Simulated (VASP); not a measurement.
# GaSb (k07) (F-43m) in VASP: notebook

GaSb (k07) is run at these levels: PBE; tasks: single point, relaxation of cell and atoms.

Everything below comes from runs of VASP 6.6.1. Logs are shortened: lines on timing, memory, paths and dates and some standing lists are left out, and cuts for length are marked.

**The experiment to reproduce.**

From a printed reference work, data compilation, for a bulk crystal of GaSb at 4.2 K: band gap 0.811 eV (direct).

How close the calculation comes is told below.

**1. The cell of the first run**

The structure is cubic, space group F-43m (No. 216). The conventional cell has a = 6.214 Å, b = 6.214 Å, c = 6.214 Å, α = 90.00°, β = 90.00°, γ = 90.00°. Within 3.5 Å of Ga (site symmetry -43m) lie 4 Sb at 2.69 Å. Sb (site symmetry -43m) has 4 Ga at 2.69 Å within 3.5 Å.

**2. Single point, PBE**

Contents of INCAR:

```
SYSTEM = GaSb
ALGO = Normal
EDIFF = 1E-7
ENCUT = 520
GGA = PE
ISIF = 2
ISMEAR = 0
LASPH = .TRUE.
LCHARG = .FALSE.
LREAL = .FALSE.
LWAVE = .FALSE.
NBANDS = 16
NELM = 100
PREC = Accurate
SIGMA = 0.1
```

Contents of KPOINTS:

```
k-points
0
G
  16 16 16
  0 0 0
```

Contents of POSCAR:

```
GaSb
1.0
    0.0000000000      3.1070304363      3.1070304363
    3.1070304363      0.0000000000      3.1070304363
    3.1070304363      3.1070304363      0.0000000000
Ga Sb
1 1
Direct
    0.0000000000      0.0000000000      0.0000000000
    0.2500000000      0.2500000000      0.2500000000
```

Potentials or basis: VASP PAW PBE potentials, release 64 (Ga_d, Sb).

Run with:

```bash
$ cat potpaw_PBE.64/Ga_d/POTCAR potpaw_PBE.64/Sb/POTCAR > POTCAR
$ mpirun -np 1 vasp_std > vasp.out
```

OUTCAR:

```text
SYSTEM = GaSb
   EDIFF = 1E-7
   ENCUT = 520
   GGA = PE
   ISIF = 2
   ISMEAR = 0
   LASPH = .TRUE.
   LREAL = .FALSE.
   NELM = 100
   PREC = Accurate

 ion  position               nearest neighbor table
   1  0.000  0.000  0.000-   2 2.69   2 2.69   2 2.69   2 2.69
   2  0.250  0.250  0.250-   1 2.69   1 2.69   1 2.69   1 2.69

  LATTYP: Found a face centered cubic cell.
 ALAT       =     6.2140608726

  Lattice vectors:

 A1 = (   0.0000000000,   3.1070304363,   3.1070304363)
 A2 = (   3.1070304363,   0.0000000000,   3.1070304363)
 A3 = (   3.1070304363,   3.1070304363,   0.0000000000)

Analysis of symmetry for initial positions (statically):
=====================================================================
 Subroutine PRICEL returns:
 Original cell was already a primitive cell.

 Routine SETGRP: Setting up the symmetry group for a
 face centered cubic supercell.

 Subroutine GETGRP returns: Found 24 space group operations
 (whereof 24 operations were pure point group operations)
 out of a pool of 48 trial point group operations.

The static configuration has the point symmetry T_d .

Analysis of symmetry for dynamics (positions and initial velocities):
=====================================================================
 Subroutine PRICEL returns:
 Original cell was already a primitive cell.

 Routine SETGRP: Setting up the symmetry group for a
 face centered cubic supercell.

 Subroutine GETGRP returns: Found 24 space group operations
 (whereof 24 operations were pure point group operations)
 out of a pool of 48 trial point group operations.

The dynamic configuration has the point symmetry T_d .

 Subroutine INISYM returns: Found 24 space group operations
 (whereof 24 operations are pure point group operations),
 and found     1 'primitive' translations

----------------------------------------------------------------------------------------

                                     Primitive cell

  volume of cell :      59.9883

  direct lattice vectors                    reciprocal lattice vectors
     0.000000000  3.107030436  3.107030436    -0.160925363  0.160925363  0.160925363
     3.107030436  0.000000000  3.107030436     0.160925363 -0.160925363  0.160925363
     3.107030436  3.107030436  0.000000000     0.160925363  0.160925363 -0.160925363

  length of vectors
     4.394004582  4.394004582  4.394004582     0.278730904  0.278730904  0.278730904

  position of ions in fractional coordinates (direct lattice)
     0.000000000  0.000000000  0.000000000
     0.250000000  0.250000000  0.250000000

  ion indices of the primitive-cell ions
   primitive index   ion index
                 1           1
                 2           2

----------------------------------------------------------------------------------------

 KPOINTS: k-points

Automatic generation of k-mesh.
 Grid dimensions read from file:
 generate k-points for:   16   16   16

 Generating k-lattice:

  Cartesian coordinates                     Fractional coordinates (reciprocal lattice)
    -0.010057835  0.010057835  0.010057835     0.062500000  0.000000000  0.000000000
     0.010057835 -0.010057835  0.010057835     0.000000000  0.062500000  0.000000000
     0.010057835  0.010057835 -0.010057835     0.000000000  0.000000000  0.062500000

  Length of vectors
     0.017420682  0.017420682  0.017420682

  Shift w.r.t. Gamma in fractional coordinates (k-lattice)
     0.000000000  0.000000000  0.000000000

 Subroutine IBZKPT returns following result:
 ===========================================

 Found    145 irreducible k-points:

 Following reciprocal coordinates:
            Coordinates               Weight
  0.000000  0.000000  0.000000      1.000000
  0.062500  0.000000  0.000000      8.000000
  0.125000  0.000000  0.000000      8.000000
  0.187500  0.000000  0.000000      8.000000
  0.250000  0.000000  0.000000      8.000000
  0.312500  0.000000  0.000000      8.000000
[... 16 lines left out ...]
 -0.125000  0.062500  0.000000     24.000000
 -0.062500  0.062500  0.000000     12.000000
 [... further k-points ...]
   k-points           NKPTS =    145   k-points in BZ     NKDIM =    145   number of bands    NBANDS=     16
   number of dos      NEDOS =    301   number of ions     NIONS =      2
   total plane-waves  NPLWV =  46656
   dimension x,y,z NGX =    36 NGY =   36 NGZ =   36
   dimension x,y,z NGXF=    72 NGYF=   72 NGZF=   72
   ions per type =               1   1
   NGX,Y,Z   is equivalent  to a cutoff of  13.62, 13.62, 13.62 a.u.
   NGXF,Y,Z  is equivalent  to a cutoff of  27.24, 27.24, 27.24 a.u.
 SYSTEM =  GaSb
   PREC   = accura    normal or accurate (medium, high low for compatibility)
   ISTART =      0    job   : 0-new  1-cont  2-samecut
   ICHARG =      2    charge: 1-file 2-atom 10-const
   ISPIN  =      1    spin polarized calculation?
   LNONCOLLINEAR =      F non collinear calculations
   LSORBIT =      F    spin-orbit coupling
   LASPH  =      T    aspherical Exc in radial PAW
   ENCUT  =  520.0 eV  38.22 Ry    6.18 a.u.   8.17  8.17  8.17*2*pi/ulx,y,z
   NELM   =    100;   NELMIN=  2; NELMDL= -5     # of ELM steps
   EDIFF  = 0.1E-06   stopping-criterion for ELM
   LREAL  =      F    real-space projection
   EDIFFG = 0.1E-05   stopping-criterion for IOM
   NSW    =      0    number of steps for IOM
   IBRION =     -1    ionic relax: 0-MD 1-quasi-New 2-CG
   NFREE  =      0    steps in history (QN), initial steepest desc. (CG)
   ISIF   =      2    stress and relaxation
   ISYM   =      2    0-nonsym 1-usesym 2-fastsym
   POTIM  = 0.5000    time-step for ionic-motion
   TEBEG  =    0.0;   TEEND  =   0.0 temperature during run
   PSTRESS=    0.0 pullay stress
   NELECT =      18.0000    total number of electrons
   NUPDOWN=      -1.0000    fix difference up-down
   EMIN   =  10.00;   EMAX   =-10.00  energy-range for DOS
   EFERMI =   0.00;   METHOD = LEGACY
   ISMEAR =     0;   SIGMA  =   0.10  broadening in eV -4-tet -1-fermi 0-gaus
   EFERMI_NEDOS =   21; number of points for ismear=-14 and -15
   IALGO  =     38    algorithm
   IMIX   =      4    mixing-type and parameters
     AMIX     =   0.40;   BMIX     =  1.00
     AMIX_MAG =   1.60;   BMIX_MAG =  1.00
  volume/ion in A,a.u.               =      29.99       202.41
  Fermi-wavevector in a.u.,A,eV,Ry     =   1.095999  2.071138 16.343506  1.201214
  Thomas-Fermi vector in A             =   2.232333
   LORBIT       =      0    0 simple, 1 ext, 2 COOP (PROOUT), +10 PAW based schemes
   GGA     = PE    functional components
   LHFCALC =     F    Hartree Fock is set to
   AEXX    =    0.0000 exact exchange contribution
   IVDW    =     0    specifies the selected vdW correction
   LEPSILON=     F    determine dielectric tensor
   LRPA    =     F    only Hartree local field effects (RPA)
 non-spin polarized calculation
 Gauss-broadening in eV      SIGMA  =   0.10
  energy-cutoff  :      520.00
  volume of cell :       59.99
 maximum number of plane-waves:      1639
 NGX is ok and might be reduce to    36
   NGX = 17   NGY = 17   NGZ = 17

 number of electron      17.9999991 magnetization

 Free energy of the ion-electron system (eV)
  ---------------------------------------------------
  ext. energy  EPLUGINS =         0.00000000
  ---------------------------------------------------
  free energy    TOTEN  =        -7.37368312 eV

  energy without entropy =       -7.37361062  energy(sigma->0) =       -7.37364687

 E-fermi :   4.4807     XC(G=0):  -8.8871

 val. band max:        4.4028308463   @ k =   0.0000   0.0000   0.0000
 cond. band min:       4.7134154642   @ k =   0.5000   0.0000   0.0000
 fundamental gap:      0.3105846179
 Fermi energy:         4.4806950584

 k-point     1 :       0.0000    0.0000    0.0000
  band No.  band energies     occupation
      1     -10.5443      2.00000
      2     -10.5443      2.00000
      3     -10.5443      2.00000
      4     -10.5013      2.00000
      5     -10.5013      2.00000
      6      -6.7582      2.00000
[... 8 lines left out ...]
     15      12.9064      0.00000
     16      12.9064      0.00000

 k-point     2 :       0.0625    0.0000    0.0000
  band No.  band energies     occupation
      1     -10.5452      2.00000
      2     -10.5439      2.00000
      3     -10.5439      2.00000
      4     -10.5014      2.00000
      5     -10.5014      2.00000
      6      -6.7202      2.00000
[... 8 lines left out ...]
     15      12.5823      0.00000
     16      12.5823      0.00000

 k-point     3 :       0.1250    0.0000    0.0000
  band No.  band energies     occupation
      1     -10.5476      2.00000
      2     -10.5428      2.00000
      3     -10.5428      2.00000
      4     -10.5015      2.00000
      5     -10.5015      2.00000
      6      -6.6075      2.00000
[... 8 lines left out ...]
     15      12.1629      0.00000
     16      12.1629      0.00000

 k-point     4 :       0.1875    0.0000    0.0000
  band No.  band energies     occupation
      1     -10.5514      2.00000
      2     -10.5411      2.00000
      3     -10.5411      2.00000
      4     -10.5016      2.00000
      5     -10.5016      2.00000
      6      -6.4243      2.00000
[... 8 lines left out ...]
     15      11.9233      0.00000
     16      11.9233      0.00000
[... 324 lines left out ...]
 k-point    22 :      -0.1875    0.0625    0.0000
  band No.  band energies     occupation
      1     -10.5536      2.00000
      2     -10.5406      2.00000
      3     -10.5395      2.00000
      4     -10.5021      2.00000
      5     -10.5012      2.00000
      6      -6.3165      2.00000
[... 8 lines left out ...]
     15      11.6827      0.00000
     16      12.3189      0.00000

 k-point    23 :      -0.1250    0.0625    0.0000
  band No.  band energies     occupation
      1     -10.5498      2.00000
      2     -10.5423      2.00000
      3     -10.5413      2.00000
      4     -10.5019      2.00000
      5     -10.5012      2.00000
      6      -6.5208      2.00000
[... 8 lines left out ...]
     15      11.6813      0.00000
     16      12.1900      0.00000

 k-point    24 :      -0.0625    0.0625    0.0000
  band No.  band energies     occupation
      1     -10.5468      2.00000
      2     -10.5434      2.00000
      3     -10.5428      2.00000
      4     -10.5016      2.00000
      5     -10.5013      2.00000
      6      -6.6572      2.00000
[... 8 lines left out ...]
     15      12.0671      0.00000
     16      12.4610      0.00000

 [... further k-points ...]

------------------------ aborting loop because EDIFF is reached ----------------------------------------

  FORCE on cell =-STRESS in cart. coord.  units (eV):
  Direction    XX          YY          ZZ          XY          YZ          ZX
  --------------------------------------------------------------------------------------
  -------------------------------------------------------------------------------------
  Total        0.0219000      0.0219000      0.0219000      0.0000000      0.0000000     -0.0000000
  in kB        0.5849091      0.5849091      0.5849091      0.0000000      0.0000000     -0.0000000
  external PRESSURE =       0.5849091 kB  Pullay stress =       0.0000000 kB

 VOLUME and BASIS-vectors are now :
 -----------------------------------------------------------------------------
  energy-cutoff  :      520.00
  volume of cell :       59.99
      direct lattice vectors                 reciprocal lattice vectors
     0.000000000  3.107030436  3.107030436    -0.160925363  0.160925363  0.160925363
     3.107030436  0.000000000  3.107030436     0.160925363 -0.160925363  0.160925363
     3.107030436  3.107030436  0.000000000     0.160925363  0.160925363 -0.160925363

 POSITION                                       TOTAL-FORCE (eV/Angst)
 -----------------------------------------------------------------------------------
      0.00000      0.00000      0.00000        -0.000000     -0.000000     -0.000000
      1.55352      1.55352      1.55352         0.000000      0.000000      0.000000
 -----------------------------------------------------------------------------------
    total drift:                                0.000001      0.000001      0.000001

  FREE ENERGIE OF THE ION-ELECTRON SYSTEM (eV)
  ---------------------------------------------------
  free  energy   TOTEN  =        -7.3736831201 eV

  energy  without entropy=       -7.3736106160  energy(sigma->0) =       -7.37364687
```

It took 2 min on 1 thread of Intel Xeon Platinum 8488C (Sapphire Rapids), shared host; peak memory 0.3 GiB.

Results:

| Quantity | Value |
| --- | --- |
| Free energy | -7.3737 eV |
| Pressure | 0.1 GPa |
| Band gap on the k mesh | zero (filled and empty bands touch) |

Levels at points of the mesh, in eV from the Fermi level:
```csv
k point,band 7,band 8,band 9,band 10,band 11,band 12
"(0.00, 0.00, 0.00)",-0.37,-0.08,-0.08,-0.08,2.71,2.71
"(0.50, 0.00, 0.00)",-6.22,-1.16,-1.16,0.23,3.67,3.67
"(0.50, 0.50, 0.00)",-6.68,-2.49,-2.49,0.87,1.26,8.30
```

Caveat: spin-orbit coupling is left out, which moves the levels of the heavy elements.

**3. Relaxation of cell and atoms, PBE**

This run uses another cell than the first one, of 28.62 Å³/atom, 0.954 times its volume.

Contents of INCAR:

```
PREC     = Accurate       # precision mode
ENCUT    = 600            # plane-wave cutoff, eV
EDIFF    = 1E-6           # SCF threshold, eV
ISMEAR   = 0              # smearing method
SIGMA    = 0.1            # smearing width, eV
LREAL    = False          # projectors in reciprocal space
LASPH    = True           # aspherical terms in the spheres
NELM     = 100            # most SCF steps
ALGO     = Normal         # electronic algorithm
ISIF     = 3              # what is computed and relaxed
LWAVE    = False          # write WAVECAR
LCHARG   = False          # write CHGCAR
GGA      = PE             # functional
IBRION   = 2              # ionic algorithm
NSW      = 100            # ionic steps
EDIFFG   = -0.002         # ionic threshold
```

Contents of KPOINTS:

```
regular mesh
0
Gamma
  16 16 16
```

Contents of POSCAR:

```
GaSb
1.0
    0.0000000000      3.0590000000      3.0590000000
    3.0590000000      0.0000000000      3.0590000000
    3.0590000000      3.0590000000      0.0000000000
Ga Sb
1 1
Direct
    0.0000000000      0.0000000000      0.0000000000
    0.2500000000      0.2500000000      0.2500000000
```

Potentials or basis: VASP PAW PBE potentials, release 64 (Ga_d, Sb).

Run with:

```bash
$ cat potpaw_PBE.64/Ga_d/POTCAR potpaw_PBE.64/Sb/POTCAR > POTCAR
$ mpirun -np 1 vasp_std > vasp.out
```

Wall time 4.8 min (1 thread of Intel Xeon Platinum 8488C (Sapphire Rapids), shared host); peak memory 0.32 GiB.

The run converged. Its results:

```yaml
Free_energy: -7.3733 eV
Relaxed_volume: 30.01 Å³/atom
Relaxed_cell: a = 4.395 Å, b = 4.395 Å, c = 4.395 Å, α = 60.00°, β = 60.00°, γ = 60.00°
Space_group_after_relaxing_to_0.05_Å: F-43m (No. 216)
Energy_gained_by_relaxing: 10.0 meV/atom
Ionic_steps: 6
Pressure_after_relaxing: 0.0 GPa
Band_gap_on_the_k_mesh: zero (filled and empty bands touch)
```

The path:
```
step  energy change (eV)  largest force (eV/Å)  pressure (GPa)  volume (Å³)
   1              0.0000                0.0000            2.39        57.25
   2             -0.0185                0.0000           -0.54        60.86
   3             -0.0200                0.0000           -0.02        60.06
   4             -0.0200                0.0000            0.07        60.00
   5             -0.0200                0.0000            0.05        60.01
   6             -0.0200                0.0000            0.00        60.01
```

Final structure:
```yaml
crystal:
  lattice:
    - [0.00000, 3.10744, 3.10744]
    - [3.10744, 0.00000, 3.10744]
    - [3.10744, 3.10744, 0.00000]
  atoms:
    - { symbol: Ga, position: [0.00000, 0.00000, 0.00000] }
    - { symbol: Sb, position: [0.25000, 0.25000, 0.25000] }
```

Levels at points of the mesh, in eV from the Fermi level:
```csv
k point,band 7,band 8,band 9,band 10,band 11,band 12
"(0.00, 0.00, 0.00)",-0.37,-0.08,-0.08,-0.08,2.71,2.71
"(0.50, 0.00, 0.00)",-6.22,-1.16,-1.16,0.23,3.67,3.67
"(0.50, 0.50, 0.00)",-6.68,-2.49,-2.49,0.87,1.26,8.30
```

Caveat: spin-orbit coupling is left out, which moves the levels of the heavy elements. PBE usually gives volumes a little too large and moduli too small.

**4. Comparison with measurements**

Step 2. A measured gap of GaSb is 0.811 eV (direct; 4.2 K; a printed reference work, data compilation); the calculated 0.00 eV misses it by -0.81 eV. Spin-orbit coupling on Ga, Sb is left out. The value is that of PBE on a finite k mesh, which can miss the band edges, without temperature or zero-point motion. Semilocal functionals fall short of measured gaps as a rule.
